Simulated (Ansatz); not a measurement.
Method: DFT PBE, scalar-relativistic, plane waves, PAW (Ansatz). Settings: cutoff 420 eV, Γ-centred meshes spaced at most about 0.3 Å⁻¹, and about 0.25 Å⁻¹ or finer for metals (2π included), Gaussian smearing. No spin polarisation in the final relaxations.

All energies are static (0 K, no zero-point motion).

Two forms of Tl were relaxed alike.

A.

Space group P6/mmm (No. 191). a = 3.410 Å, b = 3.410 Å, c = 3.271 Å, α = 90.00°, β = 90.00°, γ = 120.00°
```
atom  site  symmetry       x       y       z
  Tl    1b     6/mmm  0.0000  0.0000  0.5000
```

B.

Space group Pm-3m (No. 221). a = 3.252 Å, b = 3.252 Å, c = 3.252 Å, α = 90.00°, β = 90.00°, γ = 90.00°
| atom | site | symmetry | x | y | z |
| --- | --- | --- | --- | --- | --- |
| Tl | 1a | m-3m | 0.0000 | 0.0000 | 0.0000 |

Problem. Which form is favoured at zero pressure, and by what margin per atom?

Solution. A is lower, by 54 meV/atom. A has the simple hexagonal type, space group P6/mmm (No. 191), 32.9 Å³/atom and no gap on its mesh; B has the simple cubic type, space group Pm-3m (No. 221), 34.4 Å³/atom and no gap. Counting all near atoms (those within 1.25 times the shortest distance at each site), A has Tl 8 and B has Tl 6. The denser one is the lower, and pressure would at first widen the difference. Both come from invented guesses. The part of the Crystallography Open Database at hand lists Tl in space groups No. 194, 225, 229; no cell shown has one of them.

These runs have no spin–orbit coupling, which can matter for Tl. Cells relaxed within their symmetry can be saddle points.
